## Why do functionals push the same diamond cell in opposite directions?

**Question.** I ran one diamond cell with several density functionals and never changed the atomic positions or the cell edges. Some functionals report a strongly negative pressure, others a small positive one. Nobody is squeezing the crystal, so what is this pressure? Could I have guessed the two missing values, for HCTH407 and LDA-PZ?

ABINIT 10.8.3 plane-wave DFT calculations for diamond at a fixed geometry (two-atom cell, cubic edge 3.5667 Å), without spin polarisation, spin–orbit coupling or dispersion correction. All runs use a 13 × 13 × 13 k-point mesh and Fermi–Dirac smearing of 0.05 eV. Pressure is positive when the cell is compressed and tends to expand.

| functional | potentials | wave cutoff | pressure (GPa) |
| --- | --- | --- | --- |
| LDA | PseudoDojo-NC-SR-LDA-v0.4-stringent | 1115.67 eV | -11.130 |
| PBE | PseudoDojo-NC-SR-PBE-v0.5-stringent | 1115.67 eV | 1.950 |
| PBEsol | JTH-PAW-PBE-v2.0 | 544.228 eV | -5.320 |
| r2SCAN | JTH-PAW-LDA-v2.0 | 653.073 eV | 0.230 |
| HCTH407 | PseudoDojo-NC-SR-PBE-v0.4.1-standard | 1115.67 eV | ? |
| LDA-PZ | PseudoDojo-NC-SR-LDA-v0.4.1-standard | 1115.67 eV | ? |
| LDA-Teter | PseudoDojo-NC-SR-LDA-v0.4.1-standard | 1115.67 eV | -11.000 |
| PW91 | PseudoDojo-NC-SR-PBE-v0.4.1-standard | 1115.67 eV | 2.990 |
| SCAN | JTH-PAW-PBE-v2.0 | 653.073 eV | 1.100 |

**Answer.** The pressure tells you which way the cell would move if it were allowed to relax. A negative value means that the method wants a smaller cell, and a positive value means that it wants a larger one. Because the geometry is fixed, the differences come from the functional and from the potential and cutoff used with it.

You can turn the pressure into a length. If $P$ is the pressure, $a$ the cubic edge and $B$ the bulk modulus, the edge must change by roughly $\Delta a=aP/(3B)$ to remove the pressure. With a rough bulk modulus of 440 GPa for diamond, LDA asks for an edge about 0.03 Å shorter, a little under one per cent. PBE asks for an edge only about 0.005 Å longer.

### What gradient corrections do

LDA treats each small region as if it belonged to a uniform electron gas of the local density. It is known to bind most solids too strongly, and the two known LDA rows, both near −11 GPa, fit that picture: the cubic edge used here, 3.5667 Å, is close to the measured one, and LDA wants a shorter one. A gradient-corrected functional (GGA) also looks at how fast the density changes. In PBE and its close relatives, exchange lowers the energy further where the density varies strongly relative to its own size.

Now let the crystal expand. The density between the atoms thins out, and its relative variation grows on the whole. The gradient term in exchange therefore adds a reward for expansion that LDA lacks. Since pressure is the energy released per unit of added volume, this reward appears as a positive contribution. Theory supplies this argument; the table shows only a net result, a rise of about 13 GPa from LDA to PBE. The gradient term in correlation is expected to cancel a large part of the exchange push among the valence electrons. Much of what remains is expected to come from the region where the valence density overlaps the carbon core. In these runs that region enters through the potential, which also changes from the LDA row to the PBE row.

PBEsol offers a test, because its gradient term in exchange is weaker by design. For small gradients, the exchange coefficients of PBEsol and PBE are roughly 0.12 and 0.22. If the outward push scales with this coefficient, PBEsol should give

$$
P\approx -11.13+\frac{0.12}{0.22}\times13.08\approx-4.0\ \text{GPa}.
$$

The computed value is −5.3 GPa. The estimate uses the LDA and PBE rows but not the PBEsol result, and it lands 1.3 GPa too high. It ignores the gradient term in correlation, which is expected to pull the other way and which PBEsol weakens less than the exchange term. On its own that would lower the estimate, but the exchange push need not scale strictly with the coefficient, so the miss can't be assigned to correlation. Unrounded coefficients would also widen it slightly. The PBEsol row has a different kind of potential too (PAW, made for PBE) and a lower cutoff, with a warning that the PAW spheres of neighbouring atoms overlap slightly. No convergence test is given. The gradient picture thus gets the order right and the size roughly.

SCAN and r2SCAN look like the next step, but I wouldn't extend the argument to them. SCAN is known to prefer a smaller diamond cell than this one, which should give a negative pressure, yet the table has a positive one. Both runs use PAW potentials made for other functionals, both warn of slightly overlapping spheres, and both reset very low densities to a floor. The cause of the unexpected sign has not been isolated.

### Forecasts for the two missing rows

The simplest forecast gives LDA one pressure level and ordinary GGAs another. I fitted these two levels to the four known rows with norm-conserving potentials: LDA, LDA-Teter, PBE and PW91. The remaining known rows stay out because their type of potential and their cutoff change together with the functional.

**LDA-PZ: about −11.1 GPa, within ±0.3 GPa.** It is another formula for essentially the same uniform-gas correlation energies. The two known LDA rows differ by only 0.13 GPa, which suggests that the choice of formula matters little.

**HCTH407: about +2.5 GPa, within ±6 GPa, and clearly above LDA.** This is the level of PBE and PW91. HCTH407 has many coefficients fitted to molecules and need not reproduce the uniform gas, so its place relative to PBE and the sign of its pressure stay open. The range is wide because GGAs can differ a lot: PBEsol lies almost 8 GPa below this level. That is outside even this range, so the forecast bets that HCTH407 stays closer to PBE than PBEsol does. Both ranges are judgements, not statistical errors.

The withheld rows as computed:

| functional | potentials | wave cutoff | pressure (GPa) |
| --- | --- | --- | --- |
| HCTH407 | PseudoDojo-NC-SR-PBE-v0.4.1-standard | 1115.67 eV | -13.500 |
| LDA-PZ | PseudoDojo-NC-SR-LDA-v0.4.1-standard | 1115.67 eV | -10.400 |

### Why both forecasts missed

HCTH407 gives −13.5 GPa. That is 16 GPa below the forecast and about 10 GPa below the lower end of its range. The claim that it would lie clearly above LDA failed for this run as well: it pulls inward harder than any other functional in the table. PW91 was run with the same potential and cutoff and gives +3 GPa, so neither of those settings alone explains the gap.

One weak point was the assumption that every GGA is LDA plus an outward push. The exchange part of HCTH407 is built differently. Where the density is nearly uniform, it is stronger than LDA exchange, and as the relative variation grows it first weakens before it strengthens again. Exchange binds more tightly at higher density, so a stronger uniform part favours compression. Where the density varies only a little, the initial weakening also turns the reward for expansion, on which the forecast relied, into a penalty. Over the valence density as a whole, the reward is expected roughly to vanish, which leaves the stronger uniform part as the main inward pull.

This makes the inward pull plausible but doesn't establish its size. The correlation part of HCTH407 was changed too. Where the density is nearly uniform, it lowers the energy of electrons of opposite spin less than LDA correlation does, which acts against the exchange pull, and its gradient terms are expected to push outward more strongly still. In addition, the potential was made for PBE. It may suit PW91, a close relative, much better than HCTH407. The potential fixes much of the core–valence contribution at its PBE value, so the mismatch is expected to be sizeable; with its own potential HCTH407 may well lie above LDA. The table has no run with a potential made for HCTH407, so it cannot separate the functional's own preference from this mismatch.

LDA-PZ gives −10.4 GPa. The miss is only about 0.7 GPa, but it is more than twice the stated margin. Here LDA-Teter is the useful comparison, because it shares the potential and cutoff with LDA-PZ. The correlation formula is the setting that differs, and it moves the pressure by about 0.6 GPa.

The reason is that pressure depends on the slope of the energy, not just on its value. If $n$ is the electron density and $\varepsilon$ the correlation energy per electron, a uniform gas has the correlation pressure $n^2\,d\varepsilon/dn$. Diamond has a mean valence density of about 0.7 electrons per Å³. At that density, the Perdew–Zunger formula behind LDA-PZ and the common Perdew–Wang formula differ by about 0.007 eV in $n\,d\varepsilon/dn$. Multiplying the two numbers gives 0.005 eV/Å³, or somewhat less than 1 GPa, in the direction of a weaker inward pull.

That estimate was made after the result was known. It replaces the real density by its mean and takes the LDA row to use the Perdew–Wang formula. Still, it shows that a difference of this size needs no special cause. The narrow margin came from LDA and LDA-Teter, but Teter's formula was designed to follow Perdew–Wang closely. Their agreement was therefore a poor guide to the spread among LDA formulas.

The printed output below gives the fitted levels and all the misses. For a neighbouring case, ask whether the functional keeps the uniform-gas limit, how strongly it rewards density variation, and whether the potential was made for it or for a close relative; the label "GGA" alone is not enough. What remains open is how much of the inward pull of HCTH407 would survive with a potential made for that functional.

The analysis program printed:

```
fit of pressure on 4 rows (nc): constant -11.06 +/- 0.37, coefficient of gga 13.53 +/- 0.52; rms 0.371, worst PW91 -0.52, leave-one-out rms 0.741
  rows outside the fit (model, value, miss): PBEsol 2.47, -5.32, 7.79; r2SCAN 2.47, 0.23, 2.24; HCTH407 2.47, -13.5, 16; LDA-PZ -11.06, -10.4, -0.665; SCAN 2.47, 1.1, 1.37
Forecast for HCTH407 in GPa: 2.47
Lower end for HCTH407 in GPa: -3.53
Upper end for HCTH407 in GPa: 8.47
Forecast for LDA-PZ in GPa: -11.06
Lower end for LDA-PZ in GPa: -11.36
Upper end for LDA-PZ in GPa: -10.76
Step from LDA to PBE in GPa: 13.08
Share of this step reached by PBEsol: 0.4442
Ratio of gradient coefficients PBEsol to PBE: 0.5455
PBEsol estimated from this ratio in GPa: -3.995
PBEsol estimate less computed value in GPa: 1.325
LDA-Teter less LDA in GPa: 0.13
PW91 less PBE in GPa: 1.04
SCAN less r2SCAN in GPa: 0.87
Rough change of the cubic edge that would remove the pressure:
        row  change in A
        LDA     -0.03007
        PBE     0.005269
     PBEsol     -0.01437
     r2SCAN    0.0006215
    HCTH407     -0.03648
     LDA-PZ      -0.0281
  LDA-Teter     -0.02972
       PW91     0.008079
       SCAN     0.002972
HCTH407 less PBE in GPa: -15.45
LDA-PZ less LDA in GPa: 0.73
```
